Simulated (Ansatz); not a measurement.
Independent-particle absorption of GeS (Pnma, a = 10.656 Å, b = 3.679 Å, c = 4.358 Å, α = 90.00°, β = 90.00°, γ = 90.00°), no local fields or excitons, 0.1 eV broadening. Method: DFT PBE+D3(BJ), scalar-relativistic, plane waves, PAW (Ansatz).

Cutoff 420 eV; k points 4×8×6 on the computed 8-atom cell (Γ-centred); Gaussian smearing, width 0.02 eV; no spin polarisation. The spectrum is summed on a 6×12×9 mesh.

```xyz
8
Lattice="10.6563 0.0000 0.0000 0.0000 3.6794 0.0000 0.0000 0.0000 4.3581" Properties=species:S:1:pos:R:3 pbc="T T T"
Ge    1.3262    0.9198    0.5894
Ge    4.0019    2.7595    2.7684
Ge    6.6544    0.9198    1.5897
Ge    9.3301    2.7595    3.7687
S     9.0514    0.9198    2.1569
S     6.9331    2.7595   -0.0221
S     3.7233    0.9198    4.3802
S     1.6049    2.7595    2.2012
```

(photon energy (eV), ε2,xx): (0.0, 0.00), (0.4, 0.00), (0.8, 0.00), (1.0, 0.00), (1.4, 0.00), (1.8, 5.25), (2.2, 15.80), (2.4, 16.03), (2.8, 13.71), (3.2, 11.04), (3.6, 11.85), (3.8, 15.99), (4.2, 18.17), (4.6, 14.47), (5.0, 14.00), (5.4, 13.14), (5.6, 11.87), (6.0, 7.83), (6.4, 6.00), (6.8, 4.55), (7.0, 4.10), (7.4, 4.24), (7.8, 3.74), (8.2, 3.53), (8.6, 3.02), (8.8, 2.69), (9.2, 2.83), (9.6, 3.03), (10.0, 2.95), (10.2, 2.58), (10.6, 2.04), (11.0, 1.68), (11.4, 1.54), (11.6, 1.39), (12.0, 1.22), (12.4, 0.98)

The strongest peak lies near 4.0 eV. ε∞ (xx, yy, zz) = 13.4, 13.6, 13.1.

Cost: 1 run of about 11 core-minutes, on Arm Neoverse V1 (shared hosts).